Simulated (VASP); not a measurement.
AlO2, 6 atoms in the cell. The structure is orthorhombic, space group Cmcm (No. 63). The conventional cell has a = 2.976 Å, b = 10.806 Å, c = 3.647 Å, α = 90.00°, β = 90.00°, γ = 90.00°. Around Al (site symmetry m2m) lie 6 O at 1.87 to 2.02 Å. Around O (site symmetry m2m) lie 2 Al at 1.88 Å. O (site symmetry m2m) has 4 Al at 1.87 to 2.02 Å as nearest neighbours. The cell comes from a database or a generator and needn't be the stable form of this composition.

```yaml
Program: VASP 6.6.1
Task: single point
Functional: PBEsol
Potentials_or_basis: VASP PAW PBE potentials, release 64 (Al, O)
Cutoff: 520 eV
k_mesh: 9 × 9 × 7
Occupations: fermi-dirac, width 0.05 eV
Spin: no spin polarisation
Ladder: free
Further_INCAR_settings: ALGO = Normal; EDIFF = 1e-07; NBANDS = 24
```

Potentials or basis: VASP PAW PBE potentials, release 64 (Al, O).

Run with:

```console
$ cat potpaw_PBE.64/Al/POTCAR potpaw_PBE.64/O/POTCAR > POTCAR
$ mpirun -np 2 vasp_std > vasp.out
```

Hardware: 2 MPI ranks on AMD EPYC 9R45 96-Core Processor (Zen 5), on a shared host.

Q: How long does it take, and how much memory?

A: It took 58 s on 2 MPI ranks on AMD EPYC 9R45 96-Core Processor (Zen 5), on a shared host, peak memory 0.24 GiB a rank. Counts: scf iterations 15, k points 100.
